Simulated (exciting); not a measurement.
Consider GaN, space group F-43m.

```cif
data_structure
_symmetry_space_group_name_H-M 'P 1'
_symmetry_Int_Tables_number 1
_cell_length_a 3.1869
_cell_length_b 3.1869
_cell_length_c 3.1869
_cell_angle_alpha 60.000
_cell_angle_beta 60.000
_cell_angle_gamma 60.000
_cell_volume 22.89
loop_
_atom_site_label
_atom_site_type_symbol
_atom_site_fract_x
_atom_site_fract_y
_atom_site_fract_z
_atom_site_occupancy
Ga1 Ga 0.00000 0.00000 0.00000 1
N2 N 0.25000 0.25000 0.25000 1
```

Absorber: atom 2, with 4 Ga at 1.95 Å (tetrahedral, site symmetry -43m). Method: exciting, all-electron LAPW+lo, LDA, exchange and screened direct term (singlet BSE), 6×6×6 shifted k points, 11 conduction bands, |G+q| up to 3 bohr⁻¹, full RPA screening with nempty = 30, Lorentzian half width 0.45 eV.

**Question.** Predict the N K near-edge structure at this level.

Bound core exciton? Undecided on this mesh: the first bright state (over 5 % of the brightest) lies at 0.54 eV from the Kohn–Sham onset and at 0.00 eV from the lowest bare transition of its own mesh; weaker or dark states reach down to 0.11 eV. Maxima (height): 2.0 eV (1.00) and 7.2 eV (0.52).

Energy from the Kohn–Sham onset, core level to the lowest empty state found on the meshes used; Im ε in relative units:

| E (eV) | Im ε |
| --- | --- |
| -2.5 | 0.02 |
| -2.0 | 0.03 |
| -1.5 | 0.04 |
| -1.0 | 0.05 |
| -0.5 | 0.07 |
| 0.0 | 0.12 |
| 0.5 | 0.22 |
| 1.0 | 0.42 |
| 1.5 | 0.76 |
| 2.0 | 1.00 |
| 2.5 | 0.91 |
| 3.0 | 0.81 |
| 3.5 | 0.76 |
| 4.0 | 0.73 |
| 4.5 | 0.72 |
| 5.0 | 0.56 |
| 5.5 | 0.38 |
| 6.0 | 0.31 |
| 6.5 | 0.31 |
| 7.0 | 0.48 |
| 7.5 | 0.48 |
| 8.0 | 0.35 |
| 8.5 | 0.30 |
| 9.0 | 0.27 |
| 9.5 | 0.24 |
| 10.0 | 0.20 |
| 10.5 | 0.16 |
| 11.0 | 0.15 |
| 11.5 | 0.14 |
| 12.0 | 0.12 |
| 12.5 | 0.10 |
| 13.0 | 0.09 |
| 13.5 | 0.08 |
| 14.0 | 0.06 |
| 14.5 | 0.05 |
| 15.0 | 0.06 |
| 15.5 | 0.08 |
| 16.0 | 0.10 |
| 16.5 | 0.12 |
| 17.0 | 0.12 |
| 17.5 | 0.10 |
| 18.0 | 0.09 |
| 18.5 | 0.10 |

With 216 k points the binding energies are rough. The kernel cutoff is low for a compact core orbital, so the effect of exchange is a lower bound. The zero comes from the unshifted 6×6×6 ground-state mesh; it is exact only where the band minimum lies on that mesh. The Kohn–Sham onset, 374 eV, is no photon energy: the scale needs a rigid shift. Bands and screening come from semilocal DFT, whose small gap overscreens. Vibrations and energy-dependent lifetimes are left out. The structure is a Materials Project entry, computed there, and may be a hypothetical form.

[Banner, clock and machine lines of the logs are left out without a mark of their own.]

[Logs are printed without paths, hosts, clocks, repeated set-up lines and the standing remarks that a program may print on its own settings, such as how far it seeks lower states.]

[Hosts, paths, dates, database ids (printed as entryN), source tags and the programs' standing remarks are cut or masked in the printed files.]
